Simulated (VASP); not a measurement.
Wanted: the native input for a VASP 6.6.1 run.

| Quantity | Value |
| --- | --- |
| Task | relaxation of shape and atoms at fixed volume |
| Functional | PBE |
| Potentials or basis | VASP PAW PBE potentials, release 64 (Mo_sv, Se) |
| Cutoff | 600 eV |
| k mesh | 9 × 9 × 2 |
| Occupations | gaussian, width 0.03 eV |
| Spin | no spin polarisation |
| Further INCAR settings | ALGO = Normal; EDIFF = 1e-07; IBRION = 2; EDIFFG = -0.01; NSW = 40; ISIF = 4 |

The structure of MoSe2 lies in POSCAR:

```
MoSe2                                   
1.0
    3.3867890435      0.0000000000      0.0000000000
   -1.6933945218      2.9330453490     -0.0000000000
   -0.0000000000     -0.0000000000     15.1628725904
  Mo              Se            
     2     4
Direct
     0.3333333332999970    0.6666666667000030    0.2500000000000000
     0.6666666667000030    0.3333333332999970    0.7500000000000000
     0.3333333332999970    0.6666666667000030    0.6376573890169728
     0.6666666667000030    0.3333333332999970    0.1376573890169800
     0.3333333332999970    0.6666666667000030    0.8623426109830272
     0.6666666667000030    0.3333333332999970    0.3623426109830200
```

The cell isn't the ideal one: a relaxed cell with its volume scaled by 1.06.

These files were run (other wordings do the same):

INCAR

```
PREC     = Accurate       # precision mode
ENCUT    = 600            # plane-wave cutoff, eV
EDIFF    = 1E-7           # SCF threshold, eV
ISMEAR   = 0              # smearing method
SIGMA    = 0.03           # smearing width, eV
LREAL    = F              # projectors in reciprocal space
LASPH    = T              # aspherical terms in the spheres
NELM     = 80             # most SCF steps
ALGO     = Normal         # electronic algorithm
ISIF     = 4              # what is computed and relaxed
LWAVE    = F              # write WAVECAR
LCHARG   = F              # write CHGCAR
GGA      = PE             # functional
IBRION   = 2              # ionic algorithm
NSW      = 40             # ionic steps
EDIFFG   = -0.01          # ionic threshold
KPAR     = 2
```

KPOINTS

```
regular mesh
0
Gamma
  9 9 2
```

Potentials or basis: VASP PAW PBE potentials, release 64 (Mo_sv, Se).

Command:

```console
$ cat potpaw_PBE.64/Mo_sv/POTCAR potpaw_PBE.64/Se/POTCAR > POTCAR
$ mpirun -np 2 vasp_std > vasp.out
```

It gave:

The energy gained by relaxing is 24.6 meV/atom and the ionic steps are 8. The pressure after relaxing is -0.1 GPa and the band gap on the k mesh is 1.43 eV, direct.

Caveat: an odd mesh through Γ misses points on the zone boundary, where band edges often lie; this functional lacks dispersion, which binds the layers, so the pressure and a relaxed spacing across them are unreliable.

Run time: 3.8 min on 2 MPI ranks on Intel(R) Xeon(R) 6975P-C (Granite Rapids), on a shared host, peak memory 0.37 GiB a rank.
